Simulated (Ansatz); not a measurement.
Where the states of Sc lie

Space group Fd-3m:1 (No. 227). a = 6.459 Å, b = 6.459 Å, c = 6.459 Å, α = 90.00°, β = 90.00°, γ = 90.00°
```tsv
atom	site	symmetry	x	y	z
Sc	8b	-43m	0.0000	0.0000	0.5000
```

The runs use the primitive cell with vectors (0.000, 3.230, 3.230), (3.230, 0.000, 3.230), (3.230, 3.230, 0.000) Å, to which the k mesh refers.

The cell was built from the diamond type and relaxed in the same program, and has space group Fd-3m; it needn't be a known or the stable phase.

Method: Ansatz 0.2.0, DFT, PBE, all-electron LAPW, scalar-relativistic.

Numerical set-up: a Γ-centred 10×10×10 k mesh, Fermi–Dirac smearing of 0.03 eV, basis error target 0.25 meV/atom, no spin polarisation.

(1) Which of the resolved shells contributes most within 0.3 eV of the Fermi level?

(2) Where is the centre of the filled Sc 3d states between -14 eV and the top of the filled states?

(3) Tabulate the density of states.

Answers

(1) Sc 3d, with 89 % of all states there; Sc 4s follows with 10 %.

(2) -0.69 eV from the Fermi level.

(3) States per eV and cell, averaged over 0.6 eV, from -4.2 to -0.2 eV, with energies (bin centres) from the Fermi level; empty bins are left out. The partial columns, the largest 2 alone, are projections on Löwdin-orthogonalised atomic shells (those that the program's projection atoms carry: the occupied ones and, for some elements, an empty d or f shell; other empty shells have no column), summed over atoms of an element. Weights on diffuse s and p shells depend on that basis and aren't pure angular character.
```json
{"E (eV)": "-4.0", "total": "0.10", "Sc 3d": "0.00", "Sc 4s": "0.09"}
{"E (eV)": "-3.4", "total": "0.34", "Sc 3d": "0.01", "Sc 4s": "0.32"}
{"E (eV)": "-2.8", "total": "0.52", "Sc 3d": "0.03", "Sc 4s": "0.47"}
{"E (eV)": "-2.2", "total": "0.77", "Sc 3d": "0.12", "Sc 4s": "0.62"}
{"E (eV)": "-1.6", "total": "1.05", "Sc 3d": "0.35", "Sc 4s": "0.66"}
{"E (eV)": "-1.0", "total": "2.60", "Sc 3d": "2.03", "Sc 4s": "0.43"}
{"E (eV)": "-0.4", "total": "3.88", "Sc 3d": "3.32", "Sc 4s": "0.48"}
```
